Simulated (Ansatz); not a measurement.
Results of PBEsol-D3(BJ) in Ansatz (plane waves, PAW) for zinc-blende AlSb.

Settings: plane-wave cutoff 520 eV, 10×10×10 k mesh, Fermi–Dirac smearing 0.01 eV, scalar-relativistic PAW data made under PBE.

The cell is scaled about its equilibrium volume:

| V (Å³/atom) | P (GPa) | direct gap at Γ (eV) | smallest gap on the k mesh (eV) |
|---|---|---|---|
| 26.597 | 4.10 | 2.212 | 0.966 |
| 27.163 | 2.59 | 2.039 | 1.010 |
| 27.729 | 1.23 | 1.872 | 1.051 |
| 28.295 | 0.00 | 1.711 | 1.090 |
| 28.861 | -1.10 | 1.556 | 1.127 |
| 29.427 | -2.09 | 1.406 | 1.162 |
| 29.993 | -2.97 | 1.262 | 1.195 |

The fundamental gap (1.09 eV at the equilibrium volume, with added k points) lies elsewhere than Γ–Γ.

Measured, for comparison: band gap 1.73 eV (zero-point renormalisation of 35 meV (experimental, the table's column) added back here, indirect; inputs from Miglio et al. (2020), arXiv:2011.12765).

Spin–orbit coupling is not included; with these elements it can move the gap by several tenths of an eV or more.

Ansatz is a program for electronic structure.
